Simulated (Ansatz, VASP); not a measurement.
**One calculation of ZnO4, two programs**

```
CELL_PARAMETERS angstrom
3.06020 0.00000 0.00000
-1.53010 2.65021 0.00000
0.00000 0.00000 7.93911
ATOMIC_POSITIONS crystal
Zn 0.00000 0.00000 0.00000
O 0.33333 0.66667 0.12117
O 0.33333 0.66667 0.59234
O 0.66667 0.33333 0.40766
O 0.66667 0.33333 0.87883
```

Change from the starting cell: ordered vacancies on the cation sites of cadmium iodide (P-3m1, No. 164).

Alike in both runs: functional PBE; k mesh 12 × 12 × 6; occupations gaussian, width 0.1 eV; collinear spin.

Ansatz relaxed the structure, and its values are those at the end. VASP's run is a single point on that final structure, the one shown.

|  | VASP | Ansatz |
| --- | --- | --- |
| version | VASP 6.6.1 | Ansatz 0.2.0 |
| potentials or method | VASP PAW PBE potentials, release 64 (Zn, O) | scalar-relativistic, plane waves, PAW |
| plane-wave cutoff (eV) | 520 | 420 |
| valence electrons in the cell | 36 | 36 |

```csv
,VASP,Ansatz,Ansatz less VASP
gap on the k mesh at the Fermi level (eV),none,none,-
pressure (GPa),0.5,0.0,-0.52
rms of the force components (eV/Å),0.032,0.000,-0.0322
net moment per atom (μB),1.20,1.20,0.000
size of the moment on the site where the two differ most (μB),1.65,1.86,+0.213
```

Site moments also hang on the region over which each program counts them. A gap of «none» marks a metal or a gap that the smearing closes.
